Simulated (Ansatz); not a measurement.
System: spinel MgAl2O4. Method: PBEsol in Ansatz (PAW).

Settings: plane-wave cutoff 520 eV, 8×8×8 k mesh, Fermi–Dirac smearing 0.01 eV, scalar-relativistic PAW data made under PBE.

Shape and atoms are relaxed at each volume.

Pressure at four volumes; x = ln(V/9.511 Å³). One pressure is withheld.

```
V (Å³/atom)        x  P (GPa)
-----------  -------  -------
9.131        -0.0408     8.42
9.511         0.0000     0.00
9.701         0.0198    -3.61
9.892         0.0393        ?
```

Q: Pass a parabola P(x) through the three rows shown, estimate the bulk modulus and its pressure derivative near zero pressure, and predict the withheld pressure.

A: Slopes between the rows: (0.00 − (8.42))/(0.0000 − (-0.0408)) = -206.37 and (-3.61 − (0.00))/(0.0198 − (0.0000)) = -182.32 GPa. Their difference over the span 0.0606 is c = 24.05/0.0606 = 396.9 GPa, so P(x) = 8.42 + (-206.37)(x − (-0.0408)) + 396.9 (x − (-0.0408))(x − (0.0000)). At the middle row B = −dP/dx = −[-206.37 + 396.9 × 0.0408] = 190.2 GPa, and B′ = dB/dP = 2c/B = 4.2. At x = 0.0393 the parabola gives -6.86 GPa; the run gives -6.87 GPa. The Birch–Murnaghan fit to the energies at all volumes has B0 = 190 GPa and B′ = 4.1.

Measured, for comparison: bulk modulus 195 GPa (300 K, copied from a table, unchecked, not corrected to a static lattice; as tabulated in BurnMan's mineral tables). Computed less measured: bulk modulus not scored (unchecked).

Ansatz is an electronic-structure program.
